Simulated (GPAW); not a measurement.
The system is TiAl.

```
CELL_PARAMETERS angstrom
2.86726 0.00000 0.00000
-1.43363 2.48312 0.00000
0.00000 0.00000 4.67808
ATOMIC_POSITIONS crystal
Ti 0.00000 0.00000 0.00000
Al 0.33333 0.66667 0.50000
```

The cell comes from a database or a generator and needn't be the stable form of this composition.

| Item | Value |
| --- | --- |
| Program | GPAW 26.7.0 |
| Task | relaxation of cell and atoms |
| Functional | PBEsol |
| Dispersion | D3 |
| Potentials or basis | PAW data sets generated in the run's folder for this functional |
| Cutoff | 600 eV |
| Basis | pw |
| k mesh | 9 × 9 × 5 |
| Occupations | fermi-dirac, width 0.05 eV |
| Spin | no spin polarisation |

At the start: pressure -6.4 GPa; volume 16.65 Å³/atom.

How do energy, volume and symmetry change on relaxing?

Over 7 steps the energy falls by 18.5 meV/atom and the volume is 15.68 Å³/atom (-5.8 %); space group P-6m2 (No. 187, to 0.05 Å).

The path:
```csv
step,energy change (eV),largest force (eV/Å),pressure (GPa),volume (Å³)
1,0.0000,0.0000,-6.36,33.31
2,-0.0155,0.0000,-4.99,32.84
3,-0.0354,0.0000,0.31,31.29
4,-0.0359,0.0000,-0.02,31.37
5,-0.0362,0.0000,-0.16,31.40
6,-0.0369,0.0000,-0.26,31.41
7,-0.0370,0.0000,-0.13,31.37
```

Final structure:
```cif
data_structure
_symmetry_space_group_name_H-M 'P 1'
_symmetry_Int_Tables_number 1
_cell_length_a 2.8029
_cell_length_b 2.8029
_cell_length_c 4.6103
_cell_angle_alpha 90.000
_cell_angle_beta 90.000
_cell_angle_gamma 120.000
_cell_volume 31.37
loop_
_atom_site_label
_atom_site_type_symbol
_atom_site_fract_x
_atom_site_fract_y
_atom_site_fract_z
_atom_site_occupancy
Ti1 Ti 0.00000 0.00000 0.00000 1
Al1 Al 0.33333 0.66667 0.50000 1
```

Caveat: later steps reuse the first step's grids; pairwise dispersion overbinds metals, which lowers pressure and volume.
